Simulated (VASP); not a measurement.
Zn8O7 (a cell with a defect), 15 atoms in the cell. The cell holds a defect, 15 atoms: a = 6.493 Å, b = 6.493 Å, c = 5.199 Å, α = 90.00°, β = 90.00°, γ = 120.00°. 

- Program: VASP 6.6.1
- Task: single point
- Functional: PBE
- Potentials or basis: VASP PAW PBE potentials, release 64 (Zn, O)
- Cutoff: 520 eV
- k mesh: 3 × 3 × 3
- Occupations: methfessel-paxton, width 0.119 eV
- Spin: no spin polarisation
- Dipole correction: no
- Further INCAR settings: LREAL = Auto; ALGO = Fast; EDIFF = 1e-06; NBANDS = 82

Potentials or basis: VASP PAW PBE potentials, release 64 (Zn, O).

Run with:

```console
$ cat potpaw_PBE.64/Zn/POTCAR potpaw_PBE.64/O/POTCAR > POTCAR
$ mpirun -np 1 vasp_std > vasp.out
```

Hardware: 1 thread of Intel(R) Xeon(R) Platinum 8488C (Sapphire Rapids), on a shared host.

Task: How long does it take, and how much memory?

Result: Run time: 4.2 min on 1 thread of Intel(R) Xeon(R) Platinum 8488C (Sapphire Rapids), with other jobs on the host, peak memory 0.37 GiB. Counts: scf iterations 17, k points 14.
